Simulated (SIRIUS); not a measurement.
Sn:

```
CELL_PARAMETERS angstrom
0.00000 3.23334 3.23334
3.23334 0.00000 3.23334
3.23334 3.23334 0.00000
ATOMIC_POSITIONS crystal
Sn 0.75000 0.75000 0.75000
Sn 0.50000 0.50000 0.50000
```

This isn't the form of Sn at room conditions, which is tetragonal (white tin).

| Quantity | Value |
| --- | --- |
| Program | SIRIUS 7.10.0 |
| Task | relaxation of cell and atoms |
| Functional | PBE |
| Dispersion | D3(BJ) |
| Potentials or basis | PseudoDojo 0.4.1 PBE standard (scalar relativistic) |
| Cutoff | 983 eV |
| Density cutoff | 3932 eV |
| k mesh | 3 × 3 × 3 |
| Occupations | fermi-dirac, width 0.05 eV |
| Spin | no spin polarisation |

At the start: pressure 4.2 GPa; volume 33.80 Å³/atom.

Q: How do energy, volume and symmetry change on relaxing?

A: Over 4 steps the energy falls by 42.8 meV/atom and the volume is 37.36 Å³/atom (+10.5 %); space group Fd-3m (No. 227, to 0.05 Å).

The path:
```
step  energy change (eV)  largest force (eV/Å)  pressure (GPa)  volume (Å³)
   1              0.0000                0.0000            4.16        67.61
   2             -0.0296                0.0000            3.24        68.89
   3             -0.0849                0.0000            0.32        74.09
   4             -0.0857                0.0000            0.03        74.73
```

Final structure:
```
CELL_PARAMETERS angstrom
0.00000 3.34313 3.34313
3.34313 0.00000 3.34313
3.34313 3.34313 0.00000
ATOMIC_POSITIONS crystal
Sn 0.75000 0.75000 0.75000
Sn 0.50000 0.50000 0.50000
```

Caveat: the k mesh is coarse (spacing up to 0.56 Å⁻¹), so the values aren't converged; pairwise dispersion overbinds metals, which lowers pressure and volume.
